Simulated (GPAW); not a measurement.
## GaSb: equation of state with BP86

The system is GaSb.

```xyz
2
Lattice="0.0000 3.0590 3.0590 3.0590 0.0000 3.0590 3.0590 3.0590 0.0000" Properties=species:S:1:pos:R:3 pbc="T T T"
Sb    4.5885    4.5885    4.5885
Ga    0.0000    0.0000    0.0000
```

```
Program             : GPAW 26.7.0
Task                : equation of state
Functional          : BP86
Potentials or basis : PAW data sets generated in the run's folder for this functional
Cutoff              : 600 eV
Basis               : pw
k mesh              : 6 × 6 × 6
Occupations         : fermi-dirac, width 0.05 eV
Spin                : no spin polarisation
```

```
Equilibrium volume                      : 30.17 Å³/atom
Bulk modulus                            : 44 GPa
Pressure derivative of the bulk modulus : 4.4 (rough: it moves with the points fitted)
```

Energy against volume, from the lowest point:
```
volume (Å³/atom)  energy (meV/atom)
          26.907              59.38
          27.480              38.76
          28.052              23.15
          28.625              11.86
          29.197               4.42
          29.770               0.57
          30.342               0.00
```

It took 68 s on 1 thread of Arm Neoverse V1 (shared host), peak memory 0.26 GiB.

Spin-orbit coupling is left out, which matters for the levels of Sb. Zero-point motion and thermal expansion aren't in these numbers.
